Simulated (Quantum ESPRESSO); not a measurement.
# Pb in Quantum ESPRESSO: the effect of target pressure

Pb:

```
Pb
1.0
     3.48000    0.00000    0.00000
    -1.74000    3.01377    0.00000
     0.00000    0.00000    5.59000
Pb
2
Direct
  0.66667 0.33333 0.75000
  0.33333 0.66667 0.25000
```

This isn't the form of Pb at room conditions, which is fcc.

Alike in all runs:

```yaml
Program: Quantum ESPRESSO 7.5
Task: phonons
Functional: LDA
Potentials_or_basis: PseudoDojo 0.4.1 SR LDA standard
Cutoff: 762 eV
Density_cutoff: 3048 eV
k_mesh: 6 × 6 × 4
Occupations: cold, width 0.2 eV
Spin: no spin polarisation
```

Each run relaxes the cell or the atoms first.

```csv
target pressure,relaxed volume (Å³/atom),highest phonon frequency (cm⁻¹)
-3 GPa,31.18,70
0 GPa,29.09,92
3 GPa,27.63,106
8 GPa,?,?
15 GPa,23.84,125
```

**Question.** What does the run with target pressure 8 GPa give?

**Answer.** Relaxed volume 25.86 Å³/atom; highest phonon frequency 117 cm⁻¹.

Worked out: In Murnaghan's law V^(-B') rises as a straight line in P. The other rows fit best with B' = 3.8, V0 = 29.13 Å³/atom and B0 = 50 GPa, which gives 25.71 Å³/atom at 8 GPa, against the run's 25.86. A parabola through the other rows of the highest phonon frequency, of slope 2.02 cm⁻¹ per GPa there, gives 123 cm⁻¹, against the run's 117. The fit is too stiff a form for this range.

Caveats: the mesh is thin for the phonons of a metal; the cell is more than 3 GPa from zero pressure, which shifts response properties (some runs); the volume moved by over 15 % at a fixed basis, so the end points are rough (some runs).
